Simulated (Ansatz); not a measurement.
Sb: band structure with PBEsol

The system is Sb.

```
CELL_PARAMETERS angstrom
3.16000 0.00000 0.00000
0.00000 3.16000 0.00000
0.00000 0.00000 3.16000
ATOMIC_POSITIONS crystal
Sb 0.00000 0.00000 0.00000
```

This isn't the form of Sb at room conditions, which is rhombohedral.

```yaml
Program: Ansatz 0.2.0
Task: band structure
Functional: PBEsol
Potentials_or_basis: Ansatz PAW
Cutoff: "420 eV (not typed: the program's choice for these potentials)"
k_mesh: 8 × 8 × 8
Occupations: fermi-dirac, width 0.05 eV
Spin: no spin polarisation
Path: "[[\"G\", \"X\", \"M\", \"G\", \"R\", \"X\"], [\"M\", \"R\"]]"
Points_for_each_segment_of_the_path: 14
```

```yaml
Pressure: -4.7 GPa
Band_gap_on_the_k_mesh: none (metal or under the smearing width)
```

Levels at the corners of the path, in eV from the Fermi level:
```tsv
point	band 5	band 6	band 7	band 8	band 9	band 10
Γ	-28.84	-11.93	3.17	3.17	3.17	7.12
X	-28.84	-9.70	-5.15	5.00	5.00	9.36
M	-28.78	-7.37	-3.23	-3.23	2.39	6.83
Γ	-28.84	-11.93	3.17	3.17	3.17	7.12
R	-28.78	-4.83	-1.44	-1.44	-1.44	5.00
X	-28.84	-9.70	-5.15	5.00	5.00	9.36
M	-28.78	-7.37	-3.23	-3.23	2.39	6.83
R	-28.78	-4.83	-1.44	-1.44	-1.44	5.00
```

Wall time 0.94 s on 2 threads of Arm Neoverse V2, with other jobs on the host, peak memory 0.27 GiB.

Caveat: spin-orbit coupling is left out, which moves the levels of the heavy elements; the PAW data sets come from PBE, with cores solved anew for the run's functional, which leaves a small shift of forces and pressure.
